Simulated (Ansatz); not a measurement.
# Au: pressure against volume, fitted

```xyz
2
Lattice="2.9000 0.0000 0.0000 -1.4500 2.5115 0.0000 0.0000 0.0000 4.8800" Properties=species:S:1:pos:R:3 pbc="T T T"
Au    0.0000    1.6743    3.6600
Au    1.4500    0.8372    1.2200
```

Atom numbers follow the list: Au1, Au2.

The cell is COD entry 1545302, as deposited and not checked against the literature; nothing was relaxed.

Spin–orbit coupling is left out, though it moves levels of the heavy atoms by tenths of an eV or more.

Theory: Ansatz 0.2.0, DFT, PBE, all-electron LAPW, scalar-relativistic.

Numerical set-up: a Γ-centred 14×14×8 k mesh, Fermi–Dirac smearing of 0.03 eV, basis error target 0.5 meV/atom, no spin polarisation.

The cell is scaled evenly. Fractional coordinates are held (clamped ions).

| V (Å³/atom) | P (GPa) |
| --- | --- |
| 16.705 | 12.80 |
| 16.714 | 12.69 |
| 17.060 | 8.66 |
| 17.238 | 6.80 |
| 17.416 | 5.08 |
| 17.593 | 3.48 |
| 17.771 | 1.98 |
| 17.949 | 0.56 |
| 18.127 | -0.78 |
| 18.304 | -2.03 |
| 18.837 | -5.31 |

Question: Fit a third-order Birch–Murnaghan curve to the pressures.

Answer: P = (3B0/2)(y^(7/2) − y^(5/2))[1 + (3/4)(B0′ − 4)(y − 1)] with y = (V0/V)^(2/3) fits within 0.03 GPa for V0 = 18.019 Å³/atom, B0 = 135.6 GPa and B0′ = 5.80.

Question: Predict the pressure at the withheld volume, 18.482 Å³/atom.

Answer: There y = 0.9832, so the fit gives -3.19 GPa; the run gave -3.20 GPa.
